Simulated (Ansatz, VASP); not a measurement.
**Yb: VASP beside Ansatz**

INCAR

```
SYSTEM = Yb
PREC = Accurate ; ENCUT = 520
EDIFF = 1E-6 ; ISMEAR = 0
SIGMA = 0.15 ; LREAL = .False.
LASPH = .True. ; NELM = 80
ALGO = Fast ; ISIF = 2
LWAVE = .False. ; LCHARG = .False.
GGA = PE ; NBANDS = 18
```

The input KPOINTS:

```
regular mesh
0
Gamma
  16 16 16
  0 0 0
```

Contents of POSCAR:

```
Yb
1.0
    0.0000000000      2.6798762588      2.4807614527
    2.6798762588      0.0000000000      2.4807614527
    2.6798762588      2.6798762588      0.0000000000
Yb
1
Direct
    0.0000000000      0.0000000000      0.0000000000
```

Input for Ansatz:

```yaml
crystal:
  lattice:
    - [0.0, 2.6798762588, 2.4807614527]
    - [2.6798762588, 0.0, 2.4807614527]
    - [2.6798762588, 2.6798762588, 0.0]
  atoms:
    - { symbol: Yb, position: [0.0, 0.0, 0.0] }
basis:
  ecutwfc: 420
kpoints:
  mp_grid: { grid: [16, 16, 16] }
hamiltonian:
  xc: pbe
scf:
  occupations: { method: gaussian, width: 0.15 }
output:
  forces: true
  stress: true
  eigenvalues: true
```

Alike in both runs: task single point; functional PBE; k mesh 16 × 16 × 16; occupations gaussian, width 0.15 eV; no spin polarisation.

|  | VASP | Ansatz |
| --- | --- | --- |
| version | VASP 6.6.1 | Ansatz 0.2.0 |
| potentials or method | VASP PAW PBE potentials, release 64 (Yb) | scalar-relativistic, plane waves, PAW |
| plane-wave cutoff (eV) | 520 | 420 |
| valence electrons in the cell | 24 | 24 |

|  | VASP | Ansatz | Ansatz less VASP |
| --- | --- | --- | --- |
| gap on the k mesh at the Fermi level (eV) | none | none | - |
| pressure (GPa) | -1.1 | -0.1 | +1.00 |
| largest component of the traceless stress (GPa) | 0.10 | 0.09 | -0.004 |

A gap of «none» marks a metal or a gap that the smearing closes. With one functional, cell and mesh, what is left measures potentials, basis and numerics.

Spin-orbit coupling is left out, which matters for the levels of Yb. Spin polarisation is off, so any magnetic state and its effect on volume and gap are missing.
